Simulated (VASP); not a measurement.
CdS (Greenockite):

```
CELL_PARAMETERS angstrom
4.15000 0.00000 0.00000
-2.07500 3.59401 0.00000
0.00000 0.00000 6.73700
ATOMIC_POSITIONS crystal
Cd 0.66667 0.33333 0.50000
Cd 0.33333 0.66667 0.00000
S 0.66667 0.33333 0.87500
S 0.33333 0.66667 0.37500
```

- Program: VASP 6.6.1
- Task: relaxation of cell and atoms
- Functional: optPBE-vdW
- Potentials or basis: VASP PAW PBE potentials, release 64 (Cd, S)
- Cutoff: 600 eV
- k mesh: 7 × 7 × 4
- Occupations: fermi-dirac, width 0.05 eV
- Spin: no spin polarisation

At the start: pressure 3.0 GPa; volume 25.12 Å³/atom.

Q: Where does the relaxation end?

A: Over 3 steps the energy falls by 12.1 meV/atom and the volume is 26.43 Å³/atom (+5.2 %); space group P6_3mc (No. 186, to 0.05 Å).

Step by step:
```csv
step,energy change (eV),largest force (eV/Å),pressure (GPa),volume (Å³)
1,0.0000,0.0659,3.02,100.48
2,-0.0434,0.0073,-0.86,107.53
3,-0.0483,0.0058,-0.01,105.74
```

Final structure:
```
CELL_PARAMETERS angstrom
4.21497 0.00000 0.00000
-2.10748 3.65027 0.00000
0.00000 0.00000 6.87237
ATOMIC_POSITIONS crystal
Cd 0.66667 0.33333 0.49964
Cd 0.33333 0.66667 0.99964
S 0.66667 0.33333 0.87536
S 0.33333 0.66667 0.37536
```

Caveat: the PAW data sets were made with another functional, which shifts forces and pressure a little.
